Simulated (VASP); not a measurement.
Set up this calculation in VASP 6.6.1, as the native input.

```
Task                   : relaxation of cell and atoms
Functional             : PBEsol
Potentials or basis    : VASP PAW PBE potentials, release 64 (Be, H)
Cutoff                 : 600 eV
k mesh                 : 12 × 12 × 12
Occupations            : gaussian, width 0.05 eV
Spin                   : no spin polarisation
Further INCAR settings : ALGO = Fast; EDIFF = 1e-06; IBRION = 2; EDIFFG = -0.01; NSW = 60; ISIF = 3
```

The structure of Be2H lies in POSCAR:

```
Be2H
1.0
   -1.5471158900      1.5471158900      2.8827459400
    1.5471158900     -1.5471158900      2.8827459400
    1.5471158900      1.5471158900     -2.8827459400
Be H
4 2
Direct
    0.3750000000      0.6250000000      0.7500000000
    0.8750000000      0.6250000000      0.2500000000
    0.3750000000      0.1250000000      0.7500000000
    0.3750000000      0.6250000000      0.2500000000
    0.7500000000      0.2500000000      0.5000000000
    0.0000000000      0.0000000000      0.0000000000
```

The cell was built by a generator and needn't be a form met in nature.

These files were run (other wordings do the same):

INCAR

```
SYSTEM = Be2H
PREC = Accurate
ENCUT = 600
EDIFF = 1E-6
ISMEAR = 0
SIGMA = 0.05
LREAL = .FALSE.
LASPH = .TRUE.
NELM = 60
ALGO = Fast
ISIF = 3
LWAVE = .FALSE.
LCHARG = .FALSE.
GGA = PS
IBRION = 2
NSW = 60
EDIFFG = -0.01
```

KPOINTS

```
Automatic mesh
0
G
  12 12 12
  0 0 0
```

Potentials or basis: VASP PAW PBE potentials, release 64 (Be, H).

Command:

```console
$ cat potpaw_PBE.64/Be/POTCAR potpaw_PBE.64/H/POTCAR > POTCAR
$ mpirun -np 1 vasp_std > vasp.out
```

Results of the run:

```yaml
Relaxed_volume: 8.16 Å³/atom
Relaxed_cell: a = 4.132 Å, b = 4.132 Å, c = 4.132 Å, α = 121.17°, β = 121.17°, γ = 87.99°
Space_group_after_relaxing_to_0.05_Å: I4_1/amd (No. 141)
Energy_gained_by_relaxing: 1001.5 meV/atom
Ionic_steps: 17
Pressure_after_relaxing: 0.0 GPa
Band_gap_on_the_k_mesh: none (metal or under the smearing width)
```

Caveat: the volume moved by over 15 % at a fixed basis, so the end points are rough; the PAW data sets were made with another functional, which shifts forces and pressure a little.

Run time: 5 min on 1 thread of Intel(R) Xeon(R) Platinum 8488C (Sapphire Rapids), on a shared host, peak memory 0.2 GiB.
